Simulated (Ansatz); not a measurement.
The system is MnAs.

```
As Mn
1.0
     3.71000    0.00000    0.00000
    -1.85500    3.21295    0.00000
     0.00000    0.00000    5.69100
As Mn
2 2
Direct
  0.66667 0.33333 0.75000
  0.33333 0.66667 0.25000
  0.00000 0.00000 0.50000
  0.00000 0.00000 0.00000
```

- Program: Ansatz 0.2.0
- Task: relaxation of cell and atoms
- Functional: PBEsol
- Potentials or basis: Ansatz PAW
- Cutoff: 420 eV (not typed: the program's choice for these potentials)
- k mesh: 8 × 8 × 5
- Occupations: fermi-dirac, width 0.05 eV
- Spin: collinear spin, ferromagnetic start
- Starting moments: [0.0, 0.0, 4.0, 4.0] μB
- Hubbard terms: Mn d U = 8 eV

At the start: volume 16.96 Å³/atom.

Task: How do energy, volume and symmetry change on relaxing?

Result: It ends after 9 steps and the volume is 20.40 Å³/atom (+20.3 %); space group P6_3/mmc (No. 194, to 0.05 Å); moment 8.18 μB per cell.

The path:
| step | energy change (eV) | largest force (eV/Å) | volume (Å³) |
| --- | --- | --- | --- |
| 1 | 0.0000 | 0.0000 | 67.84 |
| 2 | -0.5807 | 0.0000 | 76.58 |
| 3 | -0.6464 | 0.0000 | 80.22 |
| 4 | -0.6506 | 0.0000 | 81.46 |
| 5 | -0.6506 | 0.0000 | 81.42 |
| 6 | -0.6582 | 0.0000 | 81.42 |
| 7 | -0.6584 | 0.0000 | 81.59 |
| 8 | -0.6584 | 0.0000 | 81.59 |
| 9 | -0.6584 | 0.0000 | 81.59 |

Final structure:
```
CELL_PARAMETERS angstrom
3.89832 0.00000 0.00000
-1.94916 3.37604 0.00000
0.00000 0.00000 6.19979
ATOMIC_POSITIONS crystal
As 0.66667 0.33333 0.75000
As 0.33333 0.66667 0.25000
Mn 0.00000 0.00000 0.50000
Mn 0.00000 0.00000 0.00000
```

Caveat: the magnetic or orbital state may not be the lowest; the volume moved by over 15 % at a fixed basis, so the end points are rough; the plane-wave basis is chosen anew once the cell has moved, so the energies of steps on either side of that aren't comparable; only a ferromagnetic start was run, and an antiferromagnetic order may lie lower in energy; the PAW data sets come from PBE, with cores solved anew for the run's functional, which leaves a small shift of forces and pressure; the U is typed as a test and isn't derived for this compound.
